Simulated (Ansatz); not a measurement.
# GaSb: the cost of one run

Computed with Ansatz 0.2.0 (DFT PBEsol, scalar-relativistic, plane waves, PAW, unless a step's input says otherwise).

The COD entry's cell or inner coordinates are ideal or old and differ from later refinements, so a difference from it is no clean test against experiment.

2 further runs of the same task are left out: 2 set aside as unsound or not needed.

## (1) The structure to begin with

The structure is cubic, space group F-43m (No. 216). Conventional cell: a = 6.113 Å, b = 6.113 Å, c = 6.113 Å, α = 90.00°, β = 90.00°, γ = 90.00°. Ga (site symmetry -43m) is surrounded by 4 Sb at 2.65 Å. Around Sb (site symmetry -43m) lie 4 Ga at 2.65 Å.

Structure file:

```
Ga Sb
1.0
     0.00000    3.05627    3.05627
     3.05627    0.00000    3.05627
     3.05627    3.05627    0.00000
Ga Sb
1 1
Direct
  0.00000 0.00000 0.00000
  0.75000 0.75000 0.75000
```

It is the result of an earlier relaxation at this level (volume 28.55 Å³/atom; gap on the mesh: none (metal)).

## (2) The cell under 1 GPa

At a set pressure the run lowers the enthalpy E + PV, so the energy alone may rise along the way.

input.yaml

```yaml
crystal:
  lattice:
    - [0.0, 3.0562701464, 3.0562701464]
    - [3.0562701464, 0.0, 3.0562701464]
    - [3.0562701464, 3.0562701464, 0.0]
  atoms:
    - { symbol: Ga, position: [0.0, 0.0, 0.0] }
    - { symbol: Sb, position: [0.75, 0.75, 0.75] }
basis:
  ecutwfc: 420
kpoints:
  mp_grid: { grid: [12, 12, 12] }
hamiltonian:
  xc: pbesol
scf:
  occupations: { method: fermi_dirac, width: 0.15 }
output:
  forces: true
  stress: true
  eigenvalues: true
relax:
  adjacent_minimum: "off"
  f_tol: 0.001
  max_steps: 60
  cell: { stress_tol: 0.02, p_target: 1.0 }
```

On the command line:

```
$ ansatz run input.yaml --threads 1 --pin off --max-ram 3072MiB --backend cpu --events-out ev --progress --plain --runs-dir out
```

**Question.** How long does this run take on 1 thread of Intel Xeon Platinum 8259CL at 2.50GHz (Skylake/Cascade Lake), shared host, and how much memory does it need?

About 53 s, with a peak of 0.46 GiB.
